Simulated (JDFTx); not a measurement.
The system is Y.

```
Y
1.0
     0.00000    2.55199    2.55199
     2.55199    0.00000    2.55199
     2.55199    2.55199    0.00000
Y
1
Direct
  0.00000 0.00000 0.00000
```

This isn't the form of Y at room conditions, which is hcp.

| Property | Result |
| --- | --- |
| Program | JDFTx 1.7.0 (patched build) |
| Task | single point |
| Functional | PBE |
| Potentials or basis | PseudoDojo-SR-PBE-0.5-standard |
| Cutoff | 980 eV |
| Density cutoff | 3918 eV |
| k mesh | 9 × 9 × 9 |
| Occupations | fermi-dirac, width 0.05 eV |
| Spin | no spin polarisation |

On this cell: pressure -0.8 GPa; band gap on the k mesh none (metal or under the smearing width).

The same run follows on a disturbed copy (cell strained at random at fixed volume):

```
Y
1.0
     0.02633    2.56043    2.58486
     2.55941    0.04610    2.56509
     2.57995    2.56119    0.02557
Y
1
Direct
  0.01034 0.99772 0.00314
```

Task: What changes?

Result: The energy (extrapolated to zero smearing) moves by +2.2 meV/atom; pressure -0.8 GPa; band gap on the k mesh none (metal or under the smearing width).

Stress tensor (GPa, compression positive):
```
-0.86 -0.55 -0.08
-0.55 -0.67 -0.53
-0.08 -0.53 -0.92
```
